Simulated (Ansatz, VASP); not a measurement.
**One calculation of AlN, two programs**

```
Al N
1.0
     3.11300    0.00000    0.00000
    -1.55650    2.69594    0.00000
     0.00000    0.00000    4.98100
Al N
2 2
Direct
  0.33333 0.66667 0.00000
  0.66667 0.33333 0.50000
  0.33333 0.66667 0.38000
  0.66667 0.33333 0.88000
```

Alike in both runs: task single point; functional PBE; k mesh 5 × 5 × 3; no spin polarisation.

|  | VASP | Ansatz |
| --- | --- | --- |
| version | VASP 6.6.1 | Ansatz 0.2.0 |
| potentials or method | VASP PAW PBE potentials, release 64 (Al, N) | plane waves, PAW |
| plane-wave cutoff (eV) | 520 | 435 |
| occupations | gaussian, width 0.01 eV | fixed |
| valence electrons in the cell | 16 | 16 |

```tsv
	VASP	Ansatz	Ansatz less VASP
gap on the k mesh at the Fermi level (eV)	4.22	4.21	-0.010
```

Caveats: the k mesh is coarse (spacing up to 0.47 Å⁻¹), so the values aren't converged.
